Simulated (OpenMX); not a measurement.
GaAs:

```
As Ga
1.0
     0.00000    2.82685    2.82685
     2.82685    0.00000    2.82685
     2.82685    2.82685    0.00000
As Ga
1 1
Direct
  0.75000 0.75000 0.75000
  0.00000 0.00000 0.00000
```

Base run:

```yaml
Program: OpenMX 3.8.5
Functional: PBE
Potentials_or_basis: OpenMX 2013 PBE set, As7.0-s3p2d1, Ga7.0-s2p2d1, grid cutoff 500 Ry
k_mesh: 9 × 9 × 9
Occupations: fermi-dirac, width 0.05 eV
Spin: no spin polarisation
```

Its results: band gap on the k mesh 0.63 eV, direct; pressure 7.0 GPa.

Q: The run is repeated on the same cell with these changes: potentials or basis from OpenMX 2013 PBE set, As7.0-s3p2d1, Ga7.0-s2p2d1, grid cutoff 500 Ry to OpenMX 2013 PBE set, As7.0-s3p2d2f1, Ga7.0-s3p2d2f1, grid cutoff 500 Ry. What comes out?

A: Band gap on the k mesh 0.49 eV, direct; pressure 5.2 GPa.

Caveats: the basis of atomic orbitals isn't converged, which shifts pressures, moduli and gaps.
